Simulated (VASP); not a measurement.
# Zn (Im-3m) in VASP: notebook

One crystal, Zn, is run at these levels: LDA; tasks: single point.

All numbers are computed with VASP 6.6.1; they aren't measurements. Logs are shortened: lines on timing, memory, paths and dates and some standing lists are left out, and cuts for length are marked.

## Step 1: The structure

It takes space group Im-3m (No. 229, cubic). Conventional cell: a = 3.138 Å, b = 3.138 Å, c = 3.138 Å, α = 90.00°, β = 90.00°, γ = 90.00°. Around Zn (site symmetry m-3m) lie 8 Zn at 2.72 Å.

This isn't the form of Zn at room conditions, which is hcp.

## Step 2: Single point, LDA

File INCAR:

```
SYSTEM = Zn
PREC = Accurate
ENCUT = 650
EDIFF = 1E-7
ISMEAR = -1
SIGMA = 0.15
LREAL = .False.
LASPH = .True.
NELM = 100
ALGO = Normal
ISIF = 2
LWAVE = .False.
LCHARG = .False.
NBANDS = 12
ADDGRID = .False.
```

File KPOINTS:

```
Automatic mesh
0
Gamma
  7 7 7
  0 0 0
```

File POSCAR:

```
Zn
1.0
   -1.5690370000      1.5690370000      1.5690370000
    1.5690370000     -1.5690370000      1.5690370000
    1.5690370000      1.5690370000     -1.5690370000
Zn
1
Direct
    0.0000000000      0.0000000000      0.0000000000
```

Potentials or basis: VASP PAW LDA potentials, release 64 (Zn).

Run with:

```console
$ cat potpaw_LDA.64/Zn/POTCAR > POTCAR
$ mpirun -np 1 vasp_std > vasp.out
```

OUTCAR:

```text
SYSTEM = Zn
   PREC = Accurate
   ENCUT = 650
   EDIFF = 1E-7
   ISMEAR = -1
   LREAL = .False.
   LASPH = .True.
   NELM = 100
   ISIF = 2

 Found     20 irreducible k-points:

 Following reciprocal coordinates:
            Coordinates               Weight
  0.000000  0.000000  0.000000      1.000000
  0.142857  0.000000  0.000000     12.000000
  0.285714  0.000000  0.000000     12.000000
  0.428571  0.000000  0.000000     12.000000
  0.142857  0.142857  0.000000     24.000000
  0.285714  0.142857  0.000000     48.000000
   k-points           NKPTS =     20   k-points in BZ     NKDIM =     20   number of bands    NBANDS=     12
   number of dos      NEDOS =    301   number of ions     NIONS =      1
   total plane-waves  NPLWV =  13824
   dimension x,y,z NGX =    24 NGY =   24 NGZ =   24
   dimension x,y,z NGXF=    48 NGYF=   48 NGZF=   48
   ions per type =               1
   NGX,Y,Z   is equivalent  to a cutoff of  14.68, 14.68, 14.68 a.u.
   NGXF,Y,Z  is equivalent  to a cutoff of  29.36, 29.36, 29.36 a.u.
 SYSTEM =  Zn
   PREC   = accura    normal or accurate (medium, high low for compatibility)
   ISTART =      0    job   : 0-new  1-cont  2-samecut
   ICHARG =      2    charge: 1-file 2-atom 10-const
   ISPIN  =      1    spin polarized calculation?
   LNONCOLLINEAR =      F non collinear calculations
   LSORBIT =      F    spin-orbit coupling
   LASPH  =      T    aspherical Exc in radial PAW
   ENCUT  =  650.0 eV  47.77 Ry    6.91 a.u.   5.65  5.65  5.65*2*pi/ulx,y,z
   NELM   =    100;   NELMIN=  2; NELMDL= -5     # of ELM steps
   EDIFF  = 0.1E-06   stopping-criterion for ELM
   LREAL  =      F    real-space projection
   EDIFFG = 0.1E-05   stopping-criterion for IOM
   NSW    =      0    number of steps for IOM
   IBRION =     -1    ionic relax: 0-MD 1-quasi-New 2-CG
   NFREE  =      0    steps in history (QN), initial steepest desc. (CG)
   ISIF   =      2    stress and relaxation
   ISYM   =      2    0-nonsym 1-usesym 2-fastsym
   POTIM  = 0.5000    time-step for ionic-motion
   TEBEG  =    0.0;   TEEND  =   0.0 temperature during run
   PSTRESS=    0.0 pullay stress
   NELECT =      12.0000    total number of electrons
   NUPDOWN=      -1.0000    fix difference up-down
   EMIN   =  10.00;   EMAX   =-10.00  energy-range for DOS
   EFERMI =   0.00;   METHOD = LEGACY
   ISMEAR =    -1;   SIGMA  =   0.15  broadening in eV -4-tet -1-fermi 0-gaus
   EFERMI_NEDOS =   21; number of points for ismear=-14 and -15
   IALGO  =     38    algorithm
   IMIX   =      4    mixing-type and parameters
     AMIX     =   0.40;   BMIX     =  1.00
     AMIX_MAG =   1.60;   BMIX_MAG =  1.00
  volume/ion in A,a.u.               =      15.45       104.27
  Fermi-wavevector in a.u.,A,eV,Ry     =   1.504811  2.843681 30.809811  2.264457
  Thomas-Fermi vector in A             =   2.615742
   LORBIT       =      0    0 simple, 1 ext, 2 COOP (PROOUT), +10 PAW based schemes
   GGA     = CA    functional components
   LHFCALC =     F    Hartree Fock is set to
   AEXX    =    0.0000 exact exchange contribution
   IVDW    =     0    specifies the selected vdW correction
   LEPSILON=     F    determine dielectric tensor
   LRPA    =     F    only Hartree local field effects (RPA)
 non-spin polarized calculation
  energy-cutoff  :      650.00
  volume of cell :       15.45
 maximum number of plane-waves:       603
   NGX = 11   NGY = 11   NGZ = 11

 number of electron      11.9999995 magnetization

 Free energy of the ion-electron system (eV)
  ---------------------------------------------------
  ext. energy  EPLUGINS =         0.00000000
  ---------------------------------------------------
  free energy    TOTEN  =        -1.77222678 eV

  energy without entropy =       -1.75113264  energy(sigma->0) =       -1.76167971

 E-fermi :   2.7377     XC(G=0): -11.8174

 val. band max:        2.5384477711   @ k =  -0.4286  -0.4286   0.1429
 cond. band min:       3.0119930441   @ k =  -0.4286  -0.4286   0.1429
 fundamental gap:      0.4735452730
 Fermi energy:         2.7377363593

 k-point     1 :       0.0000    0.0000    0.0000
  band No.  band energies     occupation
      1      -7.4886      2.00000
      2      -4.9891      2.00000
      3      -4.9891      2.00000
      4      -4.9891      2.00000
      5      -4.4851      2.00000
      6      -4.4851      2.00000
      7      21.5722      0.00000
      8      21.5722      0.00000
      9      21.5722      0.00000
     10      23.6930      0.00000
     11      23.6930      0.00000
     12      23.6930      0.00000

 k-point     2 :       0.1429    0.0000    0.0000
  band No.  band energies     occupation
      1      -6.8602      2.00000
      2      -5.0456      2.00000
      3      -4.9678      2.00000
      4      -4.8437      2.00000
      5      -4.5299      2.00000
      6      -4.4814      2.00000
      7      15.9952      0.00000
      8      18.7758      0.00000
      9      19.5622      0.00000
     10      21.1868      0.00000
     11      21.5315      0.00000
     12      23.6945      0.00000

 k-point     3 :       0.2857    0.0000    0.0000
  band No.  band energies     occupation
      1      -5.6653      2.00000
      2      -5.1717      2.00000
      3      -4.5549      2.00000
      4      -4.4987      2.00000
      5      -4.4695      2.00000
      6      -4.2812      2.00000
      7       9.2500      0.00000
      8      15.8298      0.00000
      9      17.0333      0.00000
     10      19.2370      0.00000
     11      20.2460      0.00000
     12      25.7377      0.00000

 k-point     4 :       0.4286    0.0000    0.0000
  band No.  band energies     occupation
      1      -5.6004      2.00000
      2      -5.2720      2.00000
      3      -4.5202      2.00000
      4      -4.4564      2.00000
      5      -4.2007      2.00000
      6      -1.2474      2.00000
      7       3.5840      0.00707
      8      14.1921      0.00000
      9      15.6680      0.00000
     10      18.2959      0.00000
     11      19.6383      0.00000
     12      29.0258      0.00000

 k-point     5 :       0.1429    0.1429    0.0000
  band No.  band energies     occupation
      1      -5.8139      2.00000
      2      -5.0501      2.00000
      3      -5.0451      2.00000
      4      -4.5810      2.00000
      5      -4.4994      2.00000
      6      -4.3440      2.00000
      7      12.6935      0.00000
      8      13.1439      0.00000
      9      16.8571      0.00000
     10      21.7639      0.00000
     11      22.2431      0.00000
     12      25.1217      0.00000

 k-point     6 :       0.2857    0.1429    0.0000
  band No.  band energies     occupation
      1      -5.4248      2.00000
      2      -5.1858      2.00000
      3      -4.6561      2.00000
      4      -4.5525      2.00000
      5      -4.4056      2.00000
      6      -2.3614      2.00000
      7       6.6929      0.00000
      8      10.9641      0.00000
      9      14.9842      0.00000
     10      20.6538      0.00000
     11      23.8258      0.00000
     12      25.3236      0.00000

 [... further k-points ...]

------------------------ aborting loop because EDIFF is reached ----------------------------------------

  FORCE on cell =-STRESS in cart. coord.  units (eV):
  Direction    XX          YY          ZZ          XY          YZ          ZX
  --------------------------------------------------------------------------------------
  -------------------------------------------------------------------------------------
  Total       -0.8363228     -0.8363228     -0.8363228      0.0000000     -0.0000000      0.0000000
  in kB      -86.7211420    -86.7211420    -86.7211420      0.0000000     -0.0000000      0.0000000
  external PRESSURE =     -86.7211420 kB  Pullay stress =       0.0000000 kB

 VOLUME and BASIS-vectors are now :
 -----------------------------------------------------------------------------
  energy-cutoff  :      650.00
  volume of cell :       15.45
      direct lattice vectors                 reciprocal lattice vectors
    -1.569037000  1.569037000  1.569037000     0.000000000  0.318666800  0.318666800
     1.569037000 -1.569037000  1.569037000     0.318666800  0.000000000  0.318666800
     1.569037000  1.569037000 -1.569037000     0.318666800  0.318666800  0.000000000

 POSITION                                       TOTAL-FORCE (eV/Angst)
 -----------------------------------------------------------------------------------
      0.00000      0.00000      0.00000         0.000000      0.000000      0.000000
 -----------------------------------------------------------------------------------
    total drift:                                0.000000      0.000000      0.000000

  FREE ENERGIE OF THE ION-ELECTRON SYSTEM (eV)
  ---------------------------------------------------
  free  energy   TOTEN  =        -1.7722267781 eV

  energy  without entropy=       -1.7511326420  energy(sigma->0) =       -1.76167971
```

It took 2.7 s on 1 thread of Intel Xeon Platinum 8488C (Sapphire Rapids), shared host; peak memory 0.12 GiB.

These settings aren't checked as converged: the numbers below hold their error.

What came out:

* Free energy: -1.7722 eV
* Pressure: -8.7 GPa
* Band gap on the k mesh: none (metal or under the smearing width)

Caveat: the k mesh is coarse (spacing up to 0.40 Å⁻¹), so the values aren't converged.

## Step 3: Single point, LDA

Edit INCAR of step 2 so:

```diff
@@ -2,3 +2,3 @@
 PREC = Accurate
-ENCUT = 650
+ENCUT = 280
 EDIFF = 1E-7
```

File KPOINTS:

```
Automatic mesh
0
Gamma
  11 11 11
  0 0 0
```

POSCAR is that of step 2.

Potentials or basis: VASP PAW LDA potentials, release 64 (Zn).

Run with:

```console
$ cat potpaw_LDA.64/Zn/POTCAR > POTCAR
$ mpirun -np 1 vasp_std > vasp.out
```

Wall time 2.1 s (1 thread of Intel Xeon Platinum 8488C (Sapphire Rapids), shared host); peak memory 0.11 GiB.

The run converged, but some of its settings lie outside the range that counts as converged, so its numbers aren't taken as properties of the crystal.

What came out:

| Item | Value |
| --- | --- |
| Free energy | -1.7382 eV |
| Band gap on the k mesh | none (metal or under the smearing width) |

Caveat: the cutoff is under 1.25 times the usual one of these potentials, so pressure, stress and relaxed cells hold a basis-set (Pulay) error.

## Step 4: For comparison

An earlier run on the cell as given: functional PBEsol; potentials or basis VASP PAW PBE potentials, release 64 (Zn); cutoff 520 eV; k mesh 12 × 12 × 12; occupations fermi-dirac, width 0.05 eV; no spin polarisation.

- Pressure: -4.9 GPa
- Band gap on the k mesh: none (metal or under the smearing width)
